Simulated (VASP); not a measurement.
Crystal: AlN.

```
Al N
1.0
     0.00000    2.03452    2.03452
     2.03452    0.00000    2.03452
     2.03452    2.03452    0.00000
Al N
1 1
Direct
  0.50000 0.50000 0.50000
  0.00000 0.00000 0.00000
```

Measurements of this composition are mostly on another form, of space group No. 186.

```yaml
Program: VASP 6.6.1
Task: relaxation of cell and atoms
Functional: r2SCAN
Potentials_or_basis: VASP PAW PBE potentials, release 64 (Al, N)
Cutoff: 600 eV
k_mesh: 12 × 12 × 12
Occupations: gaussian, width 0.03 eV
Spin: no spin polarisation
```

At the start: pressure -6.8 GPa; volume 8.42 Å³/atom.

Task: Where does the relaxation end?

Result: Over 3 steps the energy falls by 4.7 meV/atom and the volume is 8.21 Å³/atom (-2.6 %); space group Fm-3m (No. 225, to 0.05 Å).

Step by step:
```
step  energy change (eV)  largest force (eV/Å)  pressure (GPa)  volume (Å³)
   1              0.0000                0.0000           -6.84        16.84
   2              0.0008                0.0000            7.88        15.98
   3             -0.0094                0.0000            0.07        16.41
```

Final structure:
```
CELL_PARAMETERS angstrom
0.00000 2.01704 2.01704
2.01704 0.00000 2.01704
2.01704 2.01704 0.00000
ATOMIC_POSITIONS crystal
Al 0.50000 0.50000 0.50000
N 0.00000 0.00000 0.00000
```

Caveat: the PAW data sets were made with another functional, which shifts forces and pressure a little.
